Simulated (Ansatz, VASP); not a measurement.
## One calculation of SnO2, two programs

```
Sn O
1.0
     4.78800    0.00000    0.00000
     0.00000    4.86658    0.00000
     0.00000    0.00000    3.24090
Sn O
2 4
Direct
  0.50000 0.50000 0.50000
  0.00000 0.00000 0.00000
  0.29185 0.32104 0.00000
  0.79185 0.17896 0.50000
  0.20814 0.82104 0.50000
  0.70815 0.67896 0.00000
```

The cell is a database's computed one.

Alike in both runs: task single point; functional BLYP; k mesh 6 × 4 × 6; no spin polarisation.

```csv
,VASP,Ansatz
version,VASP 6.6.1,Ansatz 0.2.0
potentials or method,"VASP PAW PBE potentials, release 64 (Sn_d, O)","plane waves, PAW"
plane-wave cutoff (eV),520,470
occupations,"gaussian, width 0.01 eV",fixed
valence electrons in the cell,52,52
```

|  | VASP | Ansatz | Ansatz less VASP |
| --- | --- | --- | --- |
| pressure (GPa) | 5.5 | 4.6 | -0.90 |
| largest component of the traceless stress (GPa) | 0.83 | 0.51 | -0.318 |
| rms of the force components (eV/Å) | 0.043 | 0.036 | -0.0072 |

Atom by atom the forces differ by 0.012 eV/Å (rms over components).

Caveats: the PAW data sets were made with another functional, which shifts forces and pressure a little (VASP); spin-orbit coupling is left out, which moves the levels of the heavy elements. Expect the measured gap to be larger: semilocal functionals such as BLYP lack the derivative discontinuity.
